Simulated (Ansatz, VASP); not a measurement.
**Hf in VASP and in Ansatz**

```
Hf
1.0
     3.19670    0.00000    0.00000
    -1.59835    2.76842    0.00000
     0.00000    0.00000    5.20953
Hf
2
Direct
  0.33333 0.66667 0.25000
  0.66667 0.33333 0.75000
```

Change from the starting cell: strain +0.000 along x and y, +0.030 along z, atoms carried along.

Alike in both runs: task single point; functional PBEsol; k mesh 18 × 18 × 10; occupations gaussian, width 0.15 eV; no spin polarisation.

|  | VASP | Ansatz |
| --- | --- | --- |
| version | VASP 6.6.1 | Ansatz 0.2.0 |
| potentials or method | VASP PAW PBE potentials, release 64 (Hf_pv) | scalar-relativistic, plane waves, PAW |
| plane-wave cutoff (eV) | 520 | 420 |
| valence electrons in the cell | 20 | 52 |

VASP gave:

```
gap on the k mesh at the Fermi level (eV)       : none
pressure (GPa)                                  : -7.0
largest component of the traceless stress (GPa) : 2.38
```

**Question.** Which values does Ansatz return?

**Answer.** gap on the k mesh at the Fermi level (eV): none; pressure (GPa): -6.6; largest component of the traceless stress (GPa): 2.32.

A gap of «none» marks a metal or a gap that the smearing closes. The two sets of potentials don't hold the same shells in valence.

Caveats: the PAW data sets were made with another functional, which shifts forces and pressure a little (VASP). The runs have no spin-orbit coupling, so splittings on Hf are missing.
